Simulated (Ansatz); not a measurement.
GeTe:
```
CELL_PARAMETERS angstrom
      2.11325     1.22009     3.64703
     -2.11325     1.22009     3.64703
      0.00000    -2.44017     3.64703
ATOMIC_POSITIONS crystal
  Ge 0.23389 0.23389 0.23389
  Te 0.76611 0.76611 0.76611
```

Relaxed with PBE.

Task: Map the electron localisation function on the plane through (0.234, 0.234, 0.234) spanned by u = [1, 0, 0] and v = [-1, 1, 1] in lattice vectors, from PBE in the plane-wave PAW code Ansatz.

Result: x is the fraction of u, y of v (the angle between them is 87°; rows are the nearest grid lines); atoms in the plane: Ge at (0.00, 0.00), Te at (0.06, 0.53).
```
|90135664211112234443109|
|11145664211112234443111|
|33455553211111223444433|
|45555542111111122344444|
|55555432111111112344455|
|77766532211111112345677|
|77777654211111112456777|
|66666665421111123567776|
|55556666532111124677665|
|11124566653211236776531|
|11112456653211246766421|
|15312456653211246776411|
|21123566653211236776542|
|43345566653211135777654|
|65556666642111124677766|
|77776664321111112356777|
|66665543211111111234556|
|44443322111111111122334|
|44433211111111111123344|
|56666432111111122345555|
|55666642111111223445555|
|44566653211111234445444|
|11246664211112234443111|
|90135664211112234443109|
```
Scale: ten equal steps from -0.102 (start of '0') to 0.895 (end of '9'), in the order '0123456789'; x runs from 0.000 to 1.00, y from 0.000 (bottom) to 1.00 (top).

The density is the valence pseudo-density with augmentation charge, so density and ELF within about 1 Å of a nucleus are not all-electron values.

Space group R3m. The PBE relaxation kept the symmetry of its start; of distortions, only those at the zone centre were tested. Spin–orbit coupling is left out wherever it is not named.

Potentials: the later of the program's two PAW sets.
